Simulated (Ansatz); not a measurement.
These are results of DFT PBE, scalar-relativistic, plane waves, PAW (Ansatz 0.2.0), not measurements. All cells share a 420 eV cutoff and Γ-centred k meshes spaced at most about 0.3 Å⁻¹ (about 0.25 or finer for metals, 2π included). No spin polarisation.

Each guess is relaxed in cell and atoms at zero pressure, on a coarse mesh first where it starts far from rest and then on a converged one. The steps can't lower the symmetry of the start, but it can rise. Energies are static (0 K, no zero-point motion).

This guess for ZrB2 isn't its lowest structure:

```cif
data_structure
_symmetry_space_group_name_H-M 'P 1'
_symmetry_Int_Tables_number 1
_cell_length_a 4.7467
_cell_length_b 4.7467
_cell_length_c 4.7467
_cell_angle_alpha 123.675
_cell_angle_beta 123.675
_cell_angle_gamma 83.744
_cell_volume 70.96
loop_
_atom_site_label
_atom_site_type_symbol
_atom_site_fract_x
_atom_site_fract_y
_atom_site_fract_z
_atom_site_occupancy
Zr1 Zr 0.19083 0.19083 0.00000 1
Zr2 Zr 0.80917 0.80917 0.00000 1
B1 B 0.50000 0.19381 0.69381 1
B2 B 0.50000 0.80619 0.30619 1
B3 B 0.80619 0.50000 0.30619 1
B4 B 0.19381 0.50000 0.69381 1
```

**Question.** Where does the relaxation end?

**Answer.** I4/mmm at 11.8 Å³/atom → I4/mmm at 10.9 Å³/atom. Conventional cell: a = 4.164 Å, c = 7.539 Å. Around Zr lie 12 B at 2.64–2.67 Å, 1 Zr at 2.88 Å and 4 Zr at 3.07 Å; B is surrounded by 3 B at 1.67–1.76 Å, 1 B at 2.49 Å and 6 Zr at 2.64–2.67 Å.

Space group I4/mmm (No. 139). a = 4.164 Å, b = 4.164 Å, c = 7.539 Å, α = 90.00°, β = 90.00°, γ = 90.00°
```json
{"atom": "Zr", "site": "4e", "symmetry": "4mm", "x": "0.0000", "y": "0.0000", "z": "0.1912"}
{"atom": "B", "site": "8j", "symmetry": "m2m.", "x": "0.2009", "y": "0.5000", "z": "0.0000"}
```

**Question.** How far does this end lie above the lowest form of ZrB2 relaxed in the same way, and what is that form?

**Answer.** It lies 0.48 eV/atom above the lowest of the 13 forms computed, a structure that the Crystallography Open Database (COD) lists, of the AlB2 type. Space group P6/mmm (No. 191), hexagonal, a = 3.171 Å, c = 3.542 Å. Around Zr lie 12 B at 2.55 Å and 6 Zr at 3.17 Å; B is surrounded by 3 B at 1.83 Å and 6 Zr at 2.55 Å. That form has 10.3 Å³/atom and no gap on its mesh, nor has the guess's end. Counting B atoms around Zr (those within 1.25 times the shortest such distance or 1.15 times the sum of covalent radii), the guess's end and the lowest form both have Zr 12. The guess's end and the lowest form both hold B–B nets.

Some types were kept out of the candidates beforehand, so the set may lack a known form.
